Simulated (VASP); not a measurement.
Wanted: the native input for a VASP 6.6.1 run.

```yaml
Task: band structure
Functional: SCAN
Potentials_or_basis: VASP PAW PBE potentials, release 64 (Y_sv)
Cutoff: 520 eV
k_mesh: 8 × 8 × 5
Occupations: fermi-dirac, width 0.05 eV
Spin: no spin polarisation
Further_INCAR_settings: ALGO = Normal; EDIFF = 1e-06; NBANDS = 18
```

The structure of Y lies in POSCAR:

```
Y
1.0
    3.6474000000      0.0000000000      0.0000000000
   -1.8237000000      3.1587410578      0.0000000000
    0.0000000000      0.0000000000      5.7306000000
Y
2
Direct
    0.6666666667      0.3333333333      0.7500000000
    0.3333333333      0.6666666667      0.2500000000
```

The input as run:

INCAR

```
SYSTEM = Y
PREC = Accurate
ENCUT = 520
EDIFF = 1E-6
ISMEAR = -1
SIGMA = 0.05
LREAL = .FALSE.
LASPH = .TRUE.
NELM = 80
ALGO = Normal
ISIF = 2
LWAVE = .FALSE.
LCHARG = .FALSE.
LMAXMIX = 4
METAGGA = SCAN
LMIXTAU = .TRUE.
NBANDS = 18
```

KPOINTS

```
Automatic mesh
0
G
  8 8 5
  0 0 0
```

KPOINTS_OPT

```
path GMKGALHA,LM,KH
15
line-mode
reciprocal
 0.0000000000  0.0000000000  0.0000000000  G
 0.5000000000  0.0000000000  0.0000000000  M

 0.5000000000  0.0000000000  0.0000000000  M
 0.3333333333  0.3333333333  0.0000000000  K

 0.3333333333  0.3333333333  0.0000000000  K
 0.0000000000  0.0000000000  0.0000000000  G

 0.0000000000  0.0000000000  0.0000000000  G
 0.0000000000  0.0000000000  0.5000000000  A

 0.0000000000  0.0000000000  0.5000000000  A
 0.5000000000  0.0000000000  0.5000000000  L

 0.5000000000  0.0000000000  0.5000000000  L
 0.3333333333  0.3333333333  0.5000000000  H

 0.3333333333  0.3333333333  0.5000000000  H
 0.0000000000  0.0000000000  0.5000000000  A

 0.5000000000  0.0000000000  0.5000000000  L
 0.5000000000  0.0000000000  0.0000000000  M

 0.3333333333  0.3333333333  0.0000000000  K
 0.3333333333  0.3333333333  0.5000000000  H
```

Potentials or basis: VASP PAW PBE potentials, release 64 (Y_sv).

Command:

```bash
$ cat potpaw_PBE.64/Y_sv/POTCAR > POTCAR
$ mpirun -np 1 vasp_std > vasp.out
```

Results of the run:

```yaml
Pressure: 0.4 GPa
Band_gap_along_the_path: none (metal or under the smearing width)
```

Caveat: the PAW data sets were made with another functional, which shifts forces and pressure a little.

It took 5.3 min on 1 thread of AMD EPYC 9R45 96-Core Processor (Zen 5), on a shared host, peak memory 0.19 GiB.
